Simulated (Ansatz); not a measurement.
# CdS: band gap under strain

Aim: follow the gap of zincblende CdS through these states: -5.9 % equal strain in all directions; -3.2 % shear in the xy plane; +2.3 % biaxial strain in the (111) plane, free along [111]. The table at the end shows which levels were run.

Program: Ansatz 0.2.0. PAW datasets, plane waves. Calculated at 0 K for a non-magnetic cell.

**1. Starting point**

The unstrained cell was relaxed with r2SCAN; in each strained cell the atoms were relaxed again with r2SCAN. Names of k-points are those of the unstrained zone, where strain can split equivalent points. First state: -5.9 % equal strain in all directions.

Space group F-43m (No. 216), cubic; a = 5.531 Å in the conventional setting, 21.15 Å³ an atom. Around Cd lie 4 S at 2.39 Å; around S lie 4 Cd at 2.39 Å.

The structure in full:

```
Cd S
1.0
     0.00000    2.76551    2.76551
     2.76551    0.00000    2.76551
     2.76551    2.76551    0.00000
Cd S
1 1
Direct
  0.00000 0.00000 0.00000
  0.25000 0.25000 0.25000
```

**2. -5.9 % equal strain in all directions: PBE**

Input file input.yaml:

```yaml
crystal:
  lattice:
    - [0.0, 2.7655072429, 2.7655072429]
    - [2.7655072429, 0.0, 2.7655072429]
    - [2.7655072429, 2.7655072429, 0.0]
  atoms:
    - { symbol: Cd, position: [0.0, 0.0, 0.0] }
    - { symbol: S, position: [0.25, 0.25, 0.25] }
kpoints:
  mp_grid: { grid: [8, 8, 8] }
  band_path:
    path:
      - [0.0, 0.0, 0.0]
      - [-0.5, -0.5, 0.0]
      - [-0.375, -0.375, 0.25]
      - [-0.375, 0.0, 0.375]
      - [0.0, 0.0, 0.5]
      - [-0.5, -0.25, 0.25]
    npoints: 1
hamiltonian:
  xc: pbe
scf:
  occupations: { method: fermi_dirac, width: 0.02 }
  n_extra_bands: 4
output:
  forces: true
  stress: true
  eigenvalues: true
```

After this run come: -5.9 % equal strain in all directions: r2SCAN; -5.9 % equal strain in all directions: HSE06; -3.2 % shear in the xy plane: PBE; -3.2 % shear in the xy plane: r2SCAN; -3.2 % shear in the xy plane: HSE06; +2.3 % biaxial strain in the (111) plane, free along [111]: PBE; +2.3 % biaxial strain in the (111) plane, free along [111]: r2SCAN; +2.3 % biaxial strain in the (111) plane, free along [111]: HSE06.

What does the calculation give?

As calculated:

Least gap in eV (negative: overlap):

| state | PBE | r2SCAN | HSE06 |
| --- | --- | --- | --- |
| -5.9 % equal strain in all directions | 1.46 | 1.93 | 2.51 |
| -3.2 % shear in the xy plane | 1.03 | 1.47 | 2.04 |
| +2.3 % biaxial strain in the (111) plane, free along [111] | 0.93 | 1.37 | 1.93 |

What this shows: Where both were run, the HSE06 gap lies +0.99 to +1.05 eV from PBE's, each on its own k points. In PBE the gap is least under +2.3 % biaxial strain in the (111) plane, free along [111] (0.93 eV) and largest under -5.9 % equal strain in all directions (1.46 eV).
